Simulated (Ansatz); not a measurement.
NiO under changes of volume

One of the cells (9.076 Å³/atom); the others are scaled copies at fixed shape and fractional positions:

```
Ni O
1.0
     0.00000    2.08590    2.08590
     2.08590    0.00000    2.08590
     2.08590    2.08590    0.00000
Ni O
1 1
Direct
  0.00000 0.00000 0.00000
  0.50000 0.50000 0.50000
```

```yaml
Program: Ansatz 0.2.0
Functional: PBE
Potentials_or_basis: Ansatz PAW polarizable
Cutoff: "420 eV (not typed: the program's choice for these potentials)"
k_mesh: 11 × 11 × 11
Occupations: fermi-dirac, width 0.05 eV
Spin: collinear spin, ferromagnetic start
Starting_moments: "[1.0, 0.0] μB"
```

```csv
volume (Å³/atom),energy over the lowest point (meV/atom),pressure (GPa),moment (μB per cell)
8.531,48.40,19.1,1.55
8.713,?,?,?
8.894,15.85,10.1,1.70
9.076,6.26,6.2,1.77
9.257,1.12,2.5,1.82
9.439,0.00,-0.9,1.85
9.620,2.65,-4.0,1.88
```

Q: What does the run at 8.713 Å³/atom give?

A: Energy over the lowest point 29.65 meV/atom; pressure 14.2 GPa; moment 1.62 μB per cell.

Worked out: A Birch-Murnaghan fit of order 3 (a polynomial in V^(-2/3)) to the other rows has its minimum at 9.40 Å³/atom with B0 = V·E''(V) = 178 GPa (rough, since the energies scatter). It gives 29.72 meV/atom at 8.713 Å³/atom, against the run's 29.65, and -dE/dV = 14.3 GPa, against 14.2. A parabola through the other rows of the moment, of slope 0.432 μB per Å³/atom there, gives 1.63 μB, against the run's 1.62.

Energies are extrapolated to zero smearing.

Caveats: a cell with one magnetic atom can't hold antiferromagnetic order, which such compounds often take.
